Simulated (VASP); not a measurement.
Runs of VASP 6.6.1 on GaAs. Symmetry: F-43m, No. 216, cubic system. Conventional cell: a = 5.654 Å, b = 5.654 Å, c = 5.654 Å, α = 90.00°, β = 90.00°, γ = 90.00°. Ga (site symmetry -43m) has 4 As at 2.45 Å as nearest neighbours. Around As (site symmetry -43m) lie 4 Ga at 2.45 Å. 

| task | cell | gap on the mesh (eV) | pressure (GPa) |
| --- | --- | --- | --- |
| single point | a relaxed cell with its volume scaled by 1.06 | none | (a) |
| relaxation of cell and atoms | relaxed | (b) | 0.0 |
| single point | a relaxed cell with its volume scaled by 0.91 | 0.85 | (c) |
| single point | a relaxed cell with its volume scaled by 0.97 | 0.37 | 2.0 |
| single point | a relaxed cell with its volume scaled by 0.94 | 0.60 | 4.3 |

Alike in all rows: level PBE; potentials or basis VASP PAW PBE potentials, release 64 (Ga_d, As); no spin polarisation; k mesh 10 × 10 × 10; cutoff (eV) 520; smearing gaussian 0.02 eV.

Task: Fill in the values left out.

Result: (a) -3.0; (b) 0.14; (c) 7.1.

A k mesh can miss the band edges, and the runs leave out spin-orbit coupling on As, Ga.

A gap of «none» marks a metal or a gap under the smearing width.
